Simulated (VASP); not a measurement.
# Sb (R-3m) in VASP: further runs

The runs below take Sb through relaxation of cell and atoms, with LDA, PBE, rev-vdW-DF2.

All numbers are computed with VASP 6.6.1; they aren't measurements. Logs are shortened: lines on timing, memory, paths and dates and some standing lists are left out, and cuts for length are marked.

## Step 1: Starting point

The structure is trigonal, space group R-3m (No. 166). The conventional cell has a = 4.190 Å, b = 4.190 Å, c = 10.328 Å, α = 90.00°, β = 90.00°, γ = 120.00°. Around Sb (site symmetry 3m) lie 6 Sb at 2.91 to 3.03 Å.

## Step 2: Relaxation of cell and atoms, LDA, target pressure 6.4 GPa, at which the enthalpy is minimised

Input file INCAR:

```
SYSTEM = Sb
PREC = Accurate ; ENCUT = 600
EDIFF = 1E-7 ; ISMEAR = 1
SIGMA = 0.1 ; LREAL = .False.
LASPH = .True. ; NELM = 80
ALGO = Normal ; ISIF = 3
LWAVE = .False. ; LCHARG = .False.
IBRION = 2 ; NSW = 90
EDIFFG = -0.005 ; PSTRESS = 64.0
```

Input file KPOINTS:

```
regular mesh
0
Gamma
  12 12 10
  0 0 0
```

Input file POSCAR:

```
Sb                                      
1.0
    2.0948598189      1.2094678804      3.4428138268
   -2.0948598189      1.2094678804      3.4428138268
    0.0000000000     -2.4189357607      3.4428138268
  Sb            
     2
Direct
     0.2451580955187715    0.2451580955187715    0.2451580955187715
     0.7548419044812286    0.7548419044812286    0.7548419044812286
```

Potentials or basis: VASP PAW LDA potentials, release 64 (Sb).

Started as:

```bash
$ cat potpaw_LDA.64/Sb/POTCAR > POTCAR
$ mpirun -np 1 vasp_std > vasp.out
```

OUTCAR:

```text
SYSTEM = Sb
   PREC = Accurate
   ENCUT = 600
   EDIFF = 1E-7
   ISMEAR = 1
   LREAL = .False.
   LASPH = .True.
   NELM = 80
   ISIF = 3
   IBRION = 2
   NSW = 90
   EDIFFG = -0.005
   PSTRESS = 64.0

 ion  position               nearest neighbor table
   1  0.245  0.245  0.245-   2 2.91   2 2.91   2 2.91   2 3.03   2 3.03   2 3.03
   2  0.755  0.755  0.755-   1 2.91   1 2.91   1 2.91   1 3.03   1 3.03   1 3.03

  LATTYP: Found a trigonal (rhomboedric) cell.
 ALAT       =     4.2076379669
 COS(alpha) =     0.5042494569

  Lattice vectors:

 A1 = (   2.0948598189,   1.2094678804,   3.4428138268)
 A2 = (  -2.0948598189,   1.2094678804,   3.4428138268)
 A3 = (   0.0000000000,  -2.4189357607,   3.4428138268)

Analysis of symmetry for initial positions (statically):
=====================================================================
 Subroutine PRICEL returns:
 Original cell was already a primitive cell.

 Routine SETGRP: Setting up the symmetry group for a
 trigonal (rhombohedral) supercell.

 Subroutine GETGRP returns: Found 12 space group operations
 (whereof 12 operations were pure point group operations)
 out of a pool of 12 trial point group operations.

The static configuration has the point symmetry D_3d.

Analysis of symmetry for dynamics (positions and initial velocities):
=====================================================================
 Subroutine PRICEL returns:
 Original cell was already a primitive cell.

 Routine SETGRP: Setting up the symmetry group for a
 trigonal (rhombohedral) supercell.

 Subroutine GETGRP returns: Found 12 space group operations
 (whereof 12 operations were pure point group operations)
 out of a pool of 12 trial point group operations.

The dynamic configuration has the point symmetry D_3d.

 Subroutine INISYM returns: Found 12 space group operations
 (whereof 12 operations are pure point group operations),
 and found     1 'primitive' translations

----------------------------------------------------------------------------------------

                                     Primitive cell

  volume of cell :      52.3376

  direct lattice vectors                    reciprocal lattice vectors
     2.094859819  1.209467880  3.442813827     0.238679455  0.137801648  0.096820029
    -2.094859819  1.209467880  3.442813827    -0.238679455  0.137801648  0.096820029
     0.000000000 -2.418935761  3.442813827     0.000000000 -0.275603295  0.096820029

  length of vectors
     4.207637967  4.207637967  4.207637967     0.292115207  0.292115207  0.292115207

  position of ions in fractional coordinates (direct lattice)
     0.245158096  0.245158096  0.245158096
     0.754841904  0.754841904  0.754841904

  ion indices of the primitive-cell ions
   primitive index   ion index
                 1           1
                 2           2

----------------------------------------------------------------------------------------

 KPOINTS: regular mesh

Automatic generation of k-mesh.
 Grid dimensions read from file:
 generate k-points for:   12   12   10

 Generating k-lattice:

  Cartesian coordinates                     Fractional coordinates (reciprocal lattice)
     0.019889955  0.011483471  0.008068336     0.083333333  0.000000000 -0.000000000
    -0.019889955  0.011483471  0.008068336     0.000000000  0.083333333 -0.000000000
     0.000000000 -0.027560330  0.009682003     0.000000000  0.000000000  0.100000000

  Length of vectors
     0.024342934  0.024342934  0.029211521

  Shift w.r.t. Gamma in fractional coordinates (k-lattice)
     0.000000000  0.000000000  0.000000000

 -----------------------------------------------------------------------------
|                                                                             |
|           W    W    AA    RRRRR   N    N  II  N    N   GGGG   !!!           |
|           W    W   A  A   R    R  NN   N  II  NN   N  G    G  !!!           |
|           W    W  A    A  R    R  N N  N  II  N N  N  G       !!!           |
|           W WW W  AAAAAA  RRRRR   N  N N  II  N  N N  G  GGG   !            |
[... 40 lines left out ...]
  Fermi-wavevector in a.u.,A,eV,Ry     =   0.942910  1.781841 12.096652  0.889079
  Thomas-Fermi vector in A             =   2.070565
   LORBIT       =      0    0 simple, 1 ext, 2 COOP (PROOUT), +10 PAW based schemes
   GGA     = CA    functional components
   LHFCALC =     F    Hartree Fock is set to
   AEXX    =    0.0000 exact exchange contribution
   IVDW    =     0    specifies the selected vdW correction
   LEPSILON=     F    determine dielectric tensor
   LRPA    =     F    only Hartree local field effects (RPA)
 conjugate gradient relaxation of ions
 non-spin polarized calculation
 Methfessel and Paxton  Order N= 1 SIGMA  =   0.10
  energy-cutoff  :      600.00
  volume of cell :       52.34
 maximum number of plane-waves:      1807
 NGX is ok and might be reduce to    36
   NGX = 17   NGY = 17   NGZ = 17

--------------------------------------- Ionic step        1  -------------------------------------------

 number of electron      10.0000000 magnetization

 Free energy of the ion-electron system (eV)
  ---------------------------------------------------
  ext. energy  EPLUGINS =         0.00000000
  ---------------------------------------------------
  free energy    TOTEN  =        -9.51302415 eV

  energy without entropy =       -9.51293555  energy(sigma->0) =       -9.51299462

------------------------ aborting loop because EDIFF is reached ----------------------------------------

  FORCE on cell =-STRESS in cart. coord.  units (eV):
  Direction    XX          YY          ZZ          XY          YZ          ZX
  --------------------------------------------------------------------------------------
  -------------------------------------------------------------------------------------
  Total        2.0761189      2.0761189      2.0929556      0.0000000      0.0000000      0.0000000
  in kB       63.5548508     63.5548508     64.0702614      0.0000000      0.0000000      0.0000000
  external PRESSURE =      -0.2733456 kB  Pullay stress =      64.0000000 kB
[... 97 lines left out ...]
  energy  without entropy=       -9.5115295077  energy(sigma->0) =       -9.51158954

  enthalpy is  TOTEN    =        -7.4223699069 eV   P V=        2.0892496451

[... ionic steps 4 to 25 ...]

--------------------------------------- Ionic step       26  -------------------------------------------

 number of electron      10.0000000 magnetization

------------------------ aborting loop because EDIFF is reached ----------------------------------------
[... 71 lines left out ...]
--------------------------------------- Ionic step       28  -------------------------------------------

 number of electron      10.0000000 magnetization

 Free energy of the ion-electron system (eV)
  ---------------------------------------------------
  ext. energy  EPLUGINS =         0.00000000
  ---------------------------------------------------
  free energy    TOTEN  =        -9.50305424 eV

  energy without entropy =       -9.50325111  energy(sigma->0) =       -9.50311986

 E-fermi :   8.8530     XC(G=0): -10.3775

 val. band max:        8.8509273824   @ k =   0.2500   0.2500   0.2000
 cond. band min:       8.8538532294   @ k =  -0.0833  -0.0833   0.1000
 fundamental gap:      0.0029258470
 Fermi energy:         8.8530492436

 k-point     1 :       0.0000    0.0000    0.0000
  band No.  band energies     occupation
      1      -4.6891      2.00000
      2       5.0803      2.00000
      3       6.8889      2.00000
      4       6.9803      2.00000
      5       6.9803      2.00000
      6      12.4025      0.00000
      7      12.4025      0.00000
      8      12.4242      0.00000
      9      13.4409      0.00000
[... 265 lines left out ...]
 k-point    24 :      -0.4167    0.1667   -0.0000
  band No.  band energies     occupation
      1      -1.6817      2.00000
      2      -1.0957      2.00000
      3       5.0024      2.00000
      4       6.6461      2.00000
      5       7.3361      2.00000
      6       9.8675     -0.00000
      7      10.7878     -0.00000
      8      12.5720      0.00000
      9      15.8741      0.00000

 [... further k-points ...]
[... 5 lines left out ...]
  --------------------------------------------------------------------------------------
  -------------------------------------------------------------------------------------
  Total        2.0775979      2.0775979      2.0771723      0.0000000      0.0000000     -0.0000000
  in kB       63.9245067     63.9245067     63.9114092      0.0000000      0.0000000     -0.0000000
  external PRESSURE =      -0.0798591 kB  Pullay stress =      64.0000000 kB
[... 21 lines left out ...]
  energy  without entropy=       -9.5032511057  energy(sigma->0) =       -9.50311986

  enthalpy is  TOTEN    =        -7.4230027118 eV   P V=        2.0800515241

 reached required accuracy - stopping structural energy minimisation
```

Run time: 11 min. Hardware: 1 thread of Intel Xeon 6975P-C (Granite Rapids), shared host; peak memory 0.36 GiB.

Results:

```
Free energy                                            : -9.5031 eV
Relaxed volume                                         : 26.04 Å³/atom
Relaxed cell                                           : a = 4.201 Å, b = 4.201 Å, c = 4.201 Å, α = 59.69°, β = 59.69°, γ = 59.69°
Space group after relaxing (to 0.05 Å)                 : Pm-3m (No. 221)
Energy change on relaxing (the enthalpy is what falls) : +5.0 meV/atom
Ionic steps                                            : 28
Pressure after relaxing                                : 6.4 GPa
Largest force after relaxing                           : 0.003 eV/Å
Band gap on the k mesh                                 : none (metal or under the smearing width)
```

Forces in eV/Å, atoms in the order of the input:
```
Sb   0.000  0.000  0.003
Sb   0.000  0.000 -0.003
```

The path:
| step | energy change (eV) | largest force (eV/Å) | pressure (GPa) | volume (Å³) |
| --- | --- | --- | --- | --- |
| 1 | 0.0000 | 0.0040 | 6.37 | 52.34 |
| 2 | 0.0013 | 0.0060 | 6.43 | 52.30 |
| 3 | 0.0014 | 0.0061 | 6.43 | 52.30 |
| 4 | 0.0014 | 0.0060 | 6.43 | 52.30 |
| 5 | 0.0015 | 0.0058 | 6.42 | 52.30 |
| 6 | 0.0016 | 0.0057 | 6.40 | 52.30 |
| 7 | 0.0016 | 0.0058 | 6.39 | 52.30 |
| 8 | 0.0021 | 0.0065 | 6.40 | 52.28 |
| 9 | 0.0036 | 0.0086 | 6.43 | 52.25 |
| 10 | 0.0066 | 0.0122 | 6.49 | 52.17 |
| 11 | 0.0126 | 0.0151 | 6.64 | 52.02 |
| 12 | 0.0126 | 0.0151 | 6.64 | 52.02 |
| 13 | 0.0127 | 0.0151 | 6.64 | 52.02 |
| 14 | 0.0128 | 0.0150 | 6.65 | 52.01 |
| 15 | 0.0130 | 0.0148 | 6.65 | 52.01 |
| 16 | 0.0134 | 0.0143 | 6.66 | 52.00 |
| 17 | 0.0143 | 0.0133 | 6.68 | 51.97 |
| 18 | 0.0141 | 0.0130 | 6.67 | 51.98 |
| 19 | 0.0135 | 0.0122 | 6.64 | 51.99 |
| 20 | 0.0123 | 0.0107 | 6.58 | 52.02 |
| 21 | 0.0100 | 0.0077 | 6.46 | 52.08 |
| 22 | 0.0055 | 0.0027 | 6.23 | 52.19 |
| 23 | 0.0078 | 0.0052 | 6.35 | 52.13 |
| 24 | 0.0079 | 0.0052 | 6.35 | 52.13 |
| 25 | 0.0080 | 0.0050 | 6.35 | 52.13 |
| 26 | 0.0083 | 0.0046 | 6.36 | 52.12 |
| 27 | 0.0088 | 0.0040 | 6.37 | 52.10 |
| 28 | 0.0100 | 0.0033 | 6.39 | 52.07 |

Final structure:
```cif
data_structure
_symmetry_space_group_name_H-M 'P 1'
_symmetry_Int_Tables_number 1
_cell_length_a 4.2014
_cell_length_b 4.2014
_cell_length_c 4.2014
_cell_angle_alpha 59.692
_cell_angle_beta 59.692
_cell_angle_gamma 59.692
_cell_volume 52.07
loop_
_atom_site_label
_atom_site_type_symbol
_atom_site_fract_x
_atom_site_fract_y
_atom_site_fract_z
_atom_site_occupancy
Sb1 Sb 0.24890 0.24890 0.24890 1
Sb2 Sb 0.75110 0.75110 0.75110 1
```

Levels at points of the mesh, in eV from the Fermi level:
| k point | band 3 | band 4 | band 5 | band 6 | band 7 | band 8 |
| --- | --- | --- | --- | --- | --- | --- |
| (0.00, 0.00, 0.00) | -1.96 | -1.87 | -1.87 | 3.55 | 3.55 | 3.57 |
| (0.50, 0.00, 0.00) | -0.84 | -0.83 | -0.73 | -0.66 | 0.36 | 0.40 |
| (0.50, 0.50, 0.00) | -6.56 | -4.20 | -4.14 | 1.67 | 6.02 | 6.04 |
| (0.50, 0.50, 0.50) | -0.77 | -0.77 | -0.67 | -0.67 | 0.39 | 0.51 |

Caveat: the cell is relaxed towards a set pressure, so the enthalpy falls and the energy may rise.

[end of part 1 of 2]
